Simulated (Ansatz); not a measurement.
## Where V_C puts its levels in the gap of SiC (F-43m)

Aim: at which Fermi levels does V_C in SiC (F-43m) change its charge? The model is a cell of 54 host atoms with 1 C taken out.

Method: place-levels on r2SCAN runs: charge-transition levels and formation energies with image-charge correction and potential alignment at the atomic sites; PAW set soft_1, in Ansatz 0.2.0.

The experiments to compare with:

For SiC, cubic 3C zincblende (literature value), “Insight into the structural, elastic and electronic properties of a new orthorhombic 6O-SiC polytype” (2020, pmc:7200658) quotes earlier work: band gap (indirect gap) 2.4 eV [literature value; measurement temperature and method not stated].

This is a report of a sequence of runs, with most program output left out.

## (1) The starting structure

The cell holds 53 atoms: 27 Si and 26 C. Cell: a = 9.242 Å, b = 9.242 Å, c = 9.242 Å, α = 60.0°, β = 60.0°, γ = 60.0°. It derives from SiC (space group F-43m). Nearest the centre at fractional (0.417, 0.417, 0.417): Si28 at 1.89 Å, Si32 at 1.89 Å, Si44 at 1.89 Å, Si27 at 1.89 Å, C45 at 3.08 Å, C33 at 3.08 Å, C43 at 3.08 Å, C16 at 3.08 Å.

Known beforehand: the electronic dielectric constant, 7.06, and the static one, 10.43, computed on the host (DFPT, PBEsol, on the r2SCAN cell), and a cell off the functional's own equilibrium shifts the ionic part.

The cell's shortest repeat is 9.2 Å.

## (2) Charge states

A transition level is the Fermi level at which two charge states cost the same, so each charge needs its own total energy, at its own relaxed structure.

Random displacements of about 0.05 Å break the site symmetry at the start, so that the relaxation can reach a distorted minimum if there is one. Forces are taken on a 2×2×2 shifted mesh. The cell holds 2 electrons more than the neutral one, with a uniform background that keeps it neutral on the whole.

The sampling was tested on the host first: at the k-points planned (1x1x1 shifted 0.25 0.25 0.25) its energy lies 0.119 eV an atom from the dense-mesh value, so the final energies take a denser sampling.

One of the inputs; charge, spin and start change from state to state.

Contents of qm2.relax/input.yaml:

```yaml
crystal:
  lattice:
    - [0.0, 6.53488873, 6.53488873]
    - [6.53488873, 0.0, 6.53488873]
    - [6.53488873, 6.53488873, 0.0]
  atoms:
    - { symbol: Si, position: [0.0, 0.0, 0.0] }
    - { symbol: C, position: [0.08333333, 0.08333333, 0.08333333] }
[... 7 atom lines left out ...]
    - { symbol: C, position: [0.08333333, 0.41666667, 0.41666667] }
[... 1 atom line left out ...]
    - { symbol: C, position: [0.08333333, 0.41666667, 0.75] }
[... 3 atom lines left out ...]
    - { symbol: C, position: [0.08333333, 0.75, 0.41666667] }
[... 5 atom lines left out ...]
    - { symbol: C, position: [0.41666667, 0.08333333, 0.41666667] }
[... 1 atom line left out ...]
    - { symbol: C, position: [0.41666667, 0.08333333, 0.75] }
[... 1 atom line left out ...]
    - { symbol: C, position: [0.41666667, 0.41666667, 0.08333333] }
    - { symbol: Si, position: [0.33333333, 0.33333333, 0.33333333] }
    - { symbol: Si, position: [0.33333333, 0.33333333, 0.66666667] }
    - { symbol: C, position: [0.41666667, 0.41666667, 0.75] }
[... 1 atom line left out ...]
    - { symbol: C, position: [0.41666667, 0.75, 0.08333333] }
    - { symbol: Si, position: [0.33333333, 0.66666667, 0.33333333] }
    - { symbol: C, position: [0.41666667, 0.75, 0.41666667] }
    - { symbol: Si, position: [0.33333333, 0.66666667, 0.66666667] }
[... 4 atom lines left out ...]
    - { symbol: C, position: [0.75, 0.08333333, 0.41666667] }
[... 3 atom lines left out ...]
    - { symbol: C, position: [0.75, 0.41666667, 0.08333333] }
    - { symbol: Si, position: [0.66666667, 0.33333333, 0.33333333] }
    - { symbol: C, position: [0.75, 0.41666667, 0.41666667] }
    - { symbol: Si, position: [0.66666667, 0.33333333, 0.66666667] }
[... 1 atom line left out ...]
    - { symbol: Si, position: [0.66666667, 0.66666667, 0.0] }
[... 1 atom line left out ...]
    - { symbol: Si, position: [0.66666667, 0.66666667, 0.33333333] }
[... 2 atom lines left out ...]
    - { symbol: C, position: [0.75, 0.75, 0.75] }
  host:
    repeats: [3, 3, 3]
    atoms:
      - { symbol: Si, position: [0.0, 0.0, 0.0] }
      - { symbol: C, position: [0.25, 0.25, 0.25] }
total_charge: -2
basis:
  ecutwfc: 500
  xc_grid: 2
hamiltonian:
  xc: r2scan
  pseudopotentials: { kind: paw, azcp: { folder: soft_1 } }
kpoints:
  mp_grid: { grid: [2, 2, 2], shift: [0.5, 0.5, 0.5] }
scf:
  occupations: { method: fixed }
  max_iter: 100
output:
  forces: true
  charged_corrections:
    epsilon: 7.06
    static_epsilon: 10.43
    defect_position: [0.416667, 0.416667, 0.416667]
relax:
  f_tol: 0.02
  max_steps: 80
  random_displacement: { amplitude: 0.05, seed: 210 }
checkpoint:
  write: "../qm2.relax.run"
  compress: false
  write_wavefunctions: true
  write_every: 100000
```

Started as:

```bash
$ ansatz run input.yaml --threads 4 --pin off --max-ram 7536MiB --backend cpu --events-out ev --progress --plain --runs-dir out
```

The run of this state that the levels use, under r2SCAN:

Contents of qm2.point/input.yaml:

```yaml
crystal:
  checkpoint: "../qm2.relax.run"
  host: checkpoint
total_charge: -2
basis:
  ecutwfc: 500
  xc_grid: 2
hamiltonian:
  xc: r2scan
  pseudopotentials: { kind: paw, azcp: { folder: soft_1 } }
kpoints:
  mp_grid: { grid: [2, 2, 2], shift: [0.5, 0.5, 0.5] }
scf:
  occupations: { method: fixed }
  max_iter: 100
output:
  forces: true
  eigenvalues: true
  charged_corrections:
    epsilon: 7.06
    static_epsilon: 10.43
    defect_position: [0.416667, 0.416667, 0.416667]
  eigenstates: { localisation: true }
  populations: true
  band_densities: [{ bands: [v1, v1] }, { bands: [c1, c1] }]
  write_density: true
  write_potential: true
  volumetric_format: npy
checkpoint:
  read: "../qm2.relax.run"
  write: "../qm2.point.run"
  compress: false
  write_wavefunctions: false
  write_every: 100000
```

Relaxations under r2SCAN at a 2×2×2 shifted mesh; times on 4 threads of Intel Xeon Platinum 8175M at 2.50GHz (Skylake/Cascade Lake), shared host:

| charge | moment (μB) | occupations | outcome | steps | largest displacement against the far atoms (Å) | time |
| --- | --- | --- | --- | --- | --- | --- |
| −2 | 0 | fixed | converged | 13 | 0.63 | 6 min |
| −2 | 2 | fixed | converged | 13 | 0.23 | 15 min |
| −1 | 1 | fixed | timeout | 12 | - | 16 min |
| 0 | 0 | fixed | converged | 14 | 0.19 | 6 min |
| 0 | 2 | fixed | converged | 7 | 0.07 | 9 min |
| +1 | 1 | fixed | converged | 7 | 0.08 | 8 min |
| +2 | 0 | fixed | converged | 5 | 0.13 | 2.6 min |
| +2 | 2 | fixed | converged | 7 | 0.07 | 9.2 min |

Single points under r2SCAN at a 2×2×2 shifted mesh; times on 4 threads of Intel Xeon Platinum 8175M at 2.50GHz (Skylake/Cascade Lake), shared host:

| charge | moment (μB) | occupations | outcome | time |
| --- | --- | --- | --- | --- |
| −2 | 0 | fixed | converged | 30 s |
| −2 | 2 | fixed | converged | 60 s |
| 0 | 0 | fixed | converged | 31 s |
| 0 | 2 | fixed | converged | 74 s |
| +1 | 1 | fixed | converged | 66 s |
| +2 | 0 | fixed | converged | 28 s |
| +2 | 2 | fixed | converged | 71 s |

Distances (Å) from the ideal centre to the nearest atoms after relaxation with r2SCAN:

| charge | moment (μB) | 1. | 2. | 3. | 4. | 5. | 6. |
| --- | --- | --- | --- | --- | --- | --- | --- |
| −2 | 0 | Si 1.25 | Si 1.84 | Si 1.84 | Si 1.84 | C 3.02 | C 3.02 |
| −2 | 2 | Si 1.68 | Si 1.73 | Si 1.75 | Si 1.75 | C 3.04 | C 3.04 |
| 0 | 0 | Si 1.85 | Si 1.85 | Si 1.85 | Si 1.86 | C 2.99 | C 2.99 |
| 0 | 2 | Si 1.85 | Si 1.85 | Si 1.90 | Si 1.90 | C 3.04 | C 3.04 |
| +1 | 1 | Si 1.95 | Si 1.95 | Si 1.95 | Si 1.96 | C 3.07 | C 3.07 |
| +2 | 0 | Si 2.01 | Si 2.02 | Si 2.02 | Si 2.02 | C 3.07 | C 3.07 |
| +2 | 2 | Si 1.93 | Si 1.94 | Si 1.94 | Si 1.96 | C 3.07 | C 3.07 |

## (3) Placing the levels, r2SCAN

A charged cell interacts with its images and the background, and its potential has another zero than the host's. place-levels removes the first by a point-charge model, screened by the static dielectric constant since the ions have relaxed around the charge, and the second by comparing potentials at atoms far from the defect.

The host is a run of the defect-free crystal in the same cutoffs, grids and k-points, so that basis and sampling errors cancel in part in the differences. The host is run in a cell of 2 atoms on a matching mesh. Its band edges are searched through the zone by a band path, so the gap is smaller than, or equal to, that on the mesh. Chemical potentials are energies per atom of C (diamond), run with the same functional and cutoff. Carbon is taken as diamond, which semilocal functionals can put about 0.1 eV an atom over graphite.

Contents of levels.point.yaml:

```yaml
host:
  run: host.point.run
states: [qm2.point.run, qm2_M2.point.run, q0.point.run, q0_M2.point.run, qp1_M1.point.run, qp2.point.run, qp2_M2.point.run]
geometry_from:
  qm2.point.run: qm2.relax.run
  qm2_M2.point.run: qm2_M2.relax.run
  q0.point.run: q0.relax.run
  q0_M2.point.run: q0_M2.relax.run
  qp1_M1.point.run: qp1_M1.relax.run
  qp2.point.run: qp2.relax.run
  qp2_M2.point.run: qp2_M2.relax.run
  host.point.run: host.relax.run
chemical_potentials:
  C:
    energy: -251.553391
    dataset: "<sha256 of the dataset>"
epsilon: 7.06
static_epsilon: 10.43
vertical:
  - { from: qm2.point.run, to: qm2.point_neutral.run }
  - { from: qm2_M2.point.run, to: qm2_M2.point_neutral.run }
  - { from: qp1_M1.point.run, to: qp1_M1.point_neutral.run }
  - { from: qp2.point.run, to: qp2.point_neutral.run }
  - { from: qp2_M2.point.run, to: qp2_M2.point_neutral.run }
```

Started as:

```bash
$ ansatz place-levels levels.point.yaml -- --threads 4 --pin off --max-ram 7536MiB
```

Elapsed: 1.2 s, on 4 threads of Intel Xeon Platinum 8175M at 2.50GHz (Skylake/Cascade Lake), shared host.

Under r2SCAN the gap is 1.71 eV, (+2/+1) 1.17, (+1/0) 1.69, (0/−2) 2.16 (outside the gap) (with band filling) eV.

Levels between the charges placed, in eV above the valence top:

|  | gap (eV) | (+2/+1) | (+1/0) | (0/−2) |
| --- | --- | --- | --- | --- |
| r2SCAN | 1.71 | 1.17 | 1.69 | 2.16 |

Corrections by state:

| charge | moment (μB) | image terms and alignment (eV) | band filling (eV) | ε used | over the lowest of its charge, as the program ranks them, band filling apart (eV) |
| --- | --- | --- | --- | --- | --- |
| +2 | 0.0 | 0.426 | - | 10.43 | 0.000 |
| +1 | 1.0 | 0.019 | - | 10.43 | 0.000 |
| 0 | 0.0 | 0.000 | - | - | 0.000 |
| −2 | 0.0 | 1.184 | -0.644 | 10.43 | 0.000 |
| +2 | 2.0 | 0.291 | - | 10.43 | 1.906 |
| 0 | 2.0 | 0.000 | - | - | 0.128 |
| −2 | 2.0 | 1.154 | - | 10.43 | 0.181 |

The charged structures listed were also run neutral, and place-levels reads from each pair, by the potential or the spins, how wide the charge is by which they differ; that can be the carrier of either run.

| charge | rms radius (Å) | spread where it is widest against the cell (Å) | wide from (Å) | reading |
| --- | --- | --- | --- | --- |
| +2 | 2.5 | 1.42 | 1.31 | wide |
| +1 | 2.3 | 1.31 | 1.31 | narrow |
| −2 | 2.1 | 1.30 | 1.31 | narrow |

The neutral runs of these pairs need not share the spin of the lowest neutral state, and very wide values only mean spread over the cell.

From the program's caveats on the states, each cut to its opening words:

- charge +2: it parts from the run at its places by a charge that spreads by about 1.4 Å along one vector (1.3 Å or more is wide), by its potential at epsilon 7.06, taken [...]
- charge +2: its alignment with the host at atomic sites is doubtful: the mean over the far sites moves by -0.2762 eV from their farther parts to their nearer, more than [...]
- charge +1 (1 μB): it parts from the run at its places by a charge that spreads by about 1.3 Å along one vector (1.3 Å or more is wide), by its potential at epsilon 7.06, taken [...]
- charge +1 (1 μB): its alignment with the host at atomic sites is doubtful: the mean over the far sites moves by -0.1442 eV from their farther parts to their nearer, more than [...]
- charge +1 (1 μB), +2 (2 μB), 0 (2 μB): filled levels lie above empty ones at the fixed electron count
- charge +1 (1 μB), +2 (2 μB), 0 (2 μB), −2 (2 μB): flagged: stability check not made
- charge −2, −2 (2 μB): it parts from the run that its charge is read beside by 2 carriers, of which the mean alone is read, by its potential at epsilon 7.06, taken for that of held [...]
- charge −2: a band-filling correction moves a carrier to the host's band edge, which changes its energy by -0.644 eV
- charge −2: its alignment with the host at atomic sites is doubtful: the mean over the far sites moves by +0.1242 eV from their farther parts to their nearer, more than [...]
- charge +2 (2 μB): it parts from the run at its places by a charge that spreads by about 2.1 Å along one vector (1.3 Å or more is wide), by its potential at epsilon 7.06, taken [...]
- charge +2 (2 μB): its alignment with the host at atomic sites is doubtful: the mean over the far sites moves by -0.0646 eV from their farther parts to their nearer, more than [...]
- charge +2 (2 μB): its moments are held at its close (magnetization.spin_locking), by a field of 1.091 eV a Bohr magneton, and its energy and levels are of the state that this [...]
- charge −2 (2 μB): its alignment with the host at atomic sites is doubtful: the mean over the far sites moves by +0.1377 eV from their farther parts to their nearer, more than [...]

The host's formation energy from the elements is -0.356 eV per atom; it sets how far the chemical potentials can move.

Limit set by the element alone; other compounds of these elements are not counted. Chemical potentials from the elements' reference states: C 0.00 eV, Si -0.71 eV. Formation energies (C-rich), with the Fermi level at the valence top and at the conduction bottom (gap 1.71 eV):

| charge | at valence top (eV) | at conduction bottom (eV) | correction included (eV) |
| --- | --- | --- | --- |
| +2 | 2.26 | 5.68 | 0.43 |
| +1 | 3.44 | 5.15 | 0.02 |
| 0 | 5.12 | 5.12 | 0.00 |
| −2 | 9.44 | 6.02 | 0.54 |

| Fermi level (eV) | lowest formation energy (eV) |
| --- | --- |
| 0.00 | 2.26 |
| 0.16 | 2.57 |
| 0.31 | 2.89 |
| 0.47 | 3.20 |
| 0.62 | 3.51 |
| 0.78 | 3.82 |
| 0.93 | 4.13 |
| 1.09 | 4.44 |
| 1.24 | 4.68 |
| 1.40 | 4.84 |
| 1.55 | 4.99 |
| 1.71 | 5.12 |

Limit set by the element alone; other compounds of these elements are not counted. Chemical potentials from the elements' reference states: Si 0.00 eV, C -0.71 eV. Formation energy by charge state (Si-rich; gap 1.71 eV):

| charge | at valence top (eV) | at conduction bottom (eV) | correction included (eV) |
| --- | --- | --- | --- |
| +2 | 1.55 | 4.97 | 0.43 |
| +1 | 2.72 | 4.43 | 0.02 |
| 0 | 4.41 | 4.41 | 0.00 |
| −2 | 8.73 | 5.31 | 0.54 |

```tsv
Fermi level (eV)	lowest formation energy (eV)
0.00	1.55
0.16	1.86
0.31	2.17
0.47	2.48
0.62	2.80
0.78	3.11
0.93	3.42
1.09	3.73
1.24	3.97
1.40	4.12
1.55	4.28
1.71	4.41
```

## (4) Placing the levels, PBEsol

PBEsol on the same structure is run to see how far the result rests on the functional, though not on the errors that semilocal functionals share.

Contents of qm2.pbesol/input.yaml:

```yaml
crystal:
  checkpoint: "../qm2.relax.run"
  host: checkpoint
total_charge: -2
basis:
  ecutwfc: 420
  xc_grid: 2
hamiltonian:
  xc: pbesol
  pseudopotentials: { kind: paw, azcp: { folder: soft_1 }, xc_functional: pbe }
kpoints:
  mp_grid: { grid: [2, 2, 2], shift: [0.5, 0.5, 0.5] }
scf:
  occupations: { method: fermi_dirac, width: 0.01 }
  max_iter: 100
output:
  forces: true
  eigenvalues: true
  charged_corrections:
    epsilon: 7.06
    static_epsilon: 10.43
    defect_position: [0.416667, 0.416667, 0.416667]
  eigenstates: { localisation: true }
  populations: true
checkpoint:
  write: "../qm2.pbesol.run"
  compress: false
  write_wavefunctions: false
  write_every: 100000
```

Run time: 31 s. Hardware: 4 threads; peak memory 1.9 GiB.

Contents of levels.pbesol.yaml:

```yaml
host:
  run: host.pbesol.run
  levels_from: { run: edges.pbesol.run }
states: [qm2.pbesol.run, qm2_M2.pbesol.run, q0.pbesol.run, q0_M2.pbesol.run, qp1_M1.pbesol.run, qp2.pbesol.run, qp2_M2.pbesol.run]
geometry_from:
  qm2.pbesol.run: qm2.relax.run
  qm2_M2.pbesol.run: qm2_M2.relax.run
  q0.pbesol.run: q0.relax.run
  q0_M2.pbesol.run: q0_M2.relax.run
  qp1_M1.pbesol.run: qp1_M1.relax.run
  qp2.pbesol.run: qp2.relax.run
  qp2_M2.pbesol.run: qp2_M2.relax.run
  host.pbesol.run: host.relax.run
chemical_potentials:
  C:
    energy: -246.668769
    dataset: "<sha256 of the dataset>"
```

Started as:

```bash
$ ansatz place-levels levels.pbesol.yaml -- --threads 4 --pin off --max-ram 7536MiB
```

Elapsed: 0.84 s, on 4 threads.

Under PBEsol the gap is 1.24 eV, (+2/+1) 0.91, (+1/0) 1.46 (outside the gap), (0/−2) 1.67 (outside the gap) (with band filling) eV; the stage before (r2SCAN) gave a gap of 1.71 eV and levels within 0.49 eV of these.

## (5) Side by side

Levels between neighbouring charges, in eV above each run's own valence top:

|  | gap (eV) | (+2/+1) | (+1/0) | (0/−2) | CPU time a state at this stage (restarts are quicker than cold starts) |
| --- | --- | --- | --- | --- | --- |
| r2SCAN, 2×2×2 shifted mesh | 1.71 | 1.17 | 1.69 | 2.16 | 3.1 min |
| PBEsol on r2SCAN structures, 2×2×2 shifted mesh | 1.24 | 0.91 | 1.46 | 1.67 | 3.6 min |

## (6) Results

```yaml
gap_of_the_host: 1.71 eV (r2SCAN)
level_plus_2_plus_1: 1.17 eV above the valence top
level_plus_1_over_0: 1.69 eV above the valence top
level_0_minus_2: 2.16 eV above the valence top, past the conduction bottom (2.48 eV above the valence top without the band-filling term)
lowest_of_the_charges_placed_just_above_the_valence_top_0p02_ev: +2
lowest_of_the_charges_placed_just_below_the_conduction_bottom_0p02_ev: 0
lowest_formation_energy_at_mid_gap_of_the_charges_run_c_rich: 3.97 eV
lowest_formation_energy_at_mid_gap_of_the_charges_run_si_rich: 3.26 eV
```

What this shows: Of the charges placed (−2, 0, +1 and +2), the lowest changes at 1.17 eV (+2/+1) and 1.69 eV (+1/0) above the valence top, in a gap of 1.71 eV. (+1/0) lies 0.02 eV from a band edge, less than the doubt on such levels. Charge −1 is missing from the list. Charges above +2 were not placed, so these runs say nothing of levels that involve them. States placed: +2 at 0 μB and 2 μB; +1 at 1 μB; 0 at 0 μB and 2 μB; −2 at 0 μB and 2 μB. Other spin states or structures, where not listed, weren't placed. The program finds carriers beyond a band edge of the host and adds a band-filling term at charge −2 (-0.64 eV); steps to such a charge show no bound level, and a defect level inside a band would be read the same way. Charge −1 was tried but is not among the states placed, since no run of it finished at this stage. The program doubts the alignment of potentials for at least one state, a sign that the cell is small. What this leaves open: r2SCAN makes the gap too small and tends to spread out bound carriers.

Calculation against experiment:

```
                             quantity  measured           PBEsol           r2SCAN
band gap (least gap of the host) (eV)       2.4  1.24 (-1.16 eV)  1.71 (-0.69 eV)
```

Measured values from pmc:7200658 (2020).

**Verdict.** For the band gap, of the levels listed nearest comes r2SCAN (-0.69 eV, a clear miss) and farthest PBEsol (-1.16 eV, a clear miss). Local and semilocal functionals usually give gaps below the measured ones. Zero-point and thermal motion shift the measured gap.

[Logs are printed without paths, hosts, clocks, repeated set-up lines and the standing remarks that a program may print on its own settings, such as how far it seeks lower states.]

[Hosts, paths, dates, database ids (printed as entryN), source tags and the programs' standing remarks are cut or masked in the printed files.]

[Where a table of states has a column of steps, it counts the stored structures, which are thinned; the runs took as many ionic steps or more.]

[A defect's name tells the site on which it was built; relaxed atoms can leave that site.]

[For some hosts the program warned that the k-mesh of the response run may be too coarse for force constants and the static dielectric constant; such warnings are not shown here.]
